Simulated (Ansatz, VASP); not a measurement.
**PbSe in VASP and in Ansatz**

File POSCAR:

```
PbSe
1.0
    0.0000000000      3.0887022180      3.1659197734
    3.0887022180      0.0000000000      3.1659197734
    3.0887022180      3.0887022180      0.0000000000
Pb Se
1 1
Direct
    0.0000000000      0.0000000000      0.0000000000
    0.5000000000      0.5000000000      0.5000000000
```

The input INCAR.step1:

```
SYSTEM = PbSe
ALGO = Normal
EDIFF = 1E-4
ENCUT = 520
GGA = PE
ISMEAR = 0
LASPH = .True.
LCHARG = .False.
LREAL = .False.
LWAVE = .True.
NBANDS = 17
NELM = 100
PREC = Accurate
SIGMA = 0.01
```

Contents of INCAR.step2:

```
SYSTEM = PbSe
ALGO = Normal
EDIFF = 1E-6
ENCUT = 520
ISIF = 2
ISMEAR = 0
ISTART = 1
LASPH = .True.
LCHARG = .True.
LELF = .True.
LMIXTAU = .True.
LREAL = .False.
LVHAR = .True.
LWAVE = .False.
METAGGA = R2SCAN
NBANDS = 17
NELM = 100
PREC = Accurate
SIGMA = 0.01
```

Contents of KPOINTS:

```
k-points
0
Gamma
  8 8 8
  0 0 0
```

Input for Ansatz:

```yaml
crystal:
  lattice:
    - [0.0, 3.088702218, 3.1659197734]
    - [3.088702218, 0.0, 3.1659197734]
    - [3.088702218, 3.088702218, 0.0]
  atoms:
    - { symbol: Pb, position: [0.0, 0.0, 0.0] }
    - { symbol: Se, position: [0.5, 0.5, 0.5] }
kpoints:
  mp_grid: { grid: [8, 8, 8] }
  band_path:
    path:
      - [0.0, 0.0, 0.0]
      - [0.5, 0.0, 0.5]
      - [0.625, 0.25, 0.625]
      - [0.375, 0.375, 0.75]
      - [0.5, 0.5, 0.5]
      - [0.5, 0.25, 0.75]
      - [0.0, 0.0, 0.5]
    npoints: 1
hamiltonian:
  xc: r2scan
scf:
  occupations: { method: fixed }
  n_extra_bands: 4
output:
  forces: true
  stress: true
  eigenvalues: true
  write_density: true
  write_potential: true
  elf: true
  volumetric_format: npy
```

Change from the starting cell: uniaxial_z strain +2.5%.

Alike in both runs: task single point; functional r2SCAN; k mesh 8 × 8 × 8; no spin polarisation.

|  | VASP | Ansatz |
| --- | --- | --- |
| version | VASP 6.6.1 | Ansatz 0.2.0 |
| potentials or method | VASP PAW PBE potentials, release 64 (Pb_d, Se) | plane waves, PAW |
| plane-wave cutoff (eV) | 520 | 500 |
| occupations | gaussian, width 0.01 eV | fixed |
| valence electrons in the cell | 20 | 30 |

```tsv
	VASP	Ansatz	Ansatz less VASP
gap on the k mesh at the Fermi level (eV)	0.73	0.72	-0.005
pressure (GPa)	-1.1	-1.1	+0.01
largest component of the traceless stress (GPa)	1.60	1.59	-0.005
```

The two sets of potentials don't hold the same shells in valence.

Caveats: the PAW data sets were made with another functional, which shifts forces and pressure a little (VASP); spin-orbit coupling is left out, which as a rule narrows the gap of such compounds by several tenths of an eV. A k mesh can miss the band edges.
